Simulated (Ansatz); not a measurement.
Crystal: MoS2.

```
Mo S
1.0
     1.58000    0.91221    6.15000
    -1.58000    0.91221    6.15000
     0.00000   -1.82443    6.15000
Mo S
1 2
Direct
  0.00000 0.00000 0.00000
  0.41700 0.41700 0.41700
  0.25000 0.25000 0.25000
```

Measurements of this composition are mostly on another form, of space group No. 194.

Program: Ansatz 0.2.0. Alike in all runs: task band structure; potentials or basis Ansatz PAW; no spin polarisation; cell as given; k mesh 6 × 6 × 6; smearing fermi-dirac 0.05 eV.

Q: Order these runs on this cell by their pressure, lowest first.
A. level HSE06; cutoff (eV) 420; points for each segment of the path 4
B. level RPBE; cutoff (eV) 420; points for each segment of the path 14
C. level LDA; cutoff (eV) 420; points for each segment of the path 14
D. level r2SCAN; cutoff (eV) 500; points for each segment of the path 14
E. level BLYP; cutoff (eV) 420; points for each segment of the path 14

A: C (-2.4 GPa), A (0.6 GPa), D (4.2 GPa), B (8.1 GPa), E (12.9 GPa).

Caveats: the PAW data sets come from PBE, with cores solved anew for the run's functional, which leaves a small shift of forces and pressure; the thresholds are loose for stress (some runs).
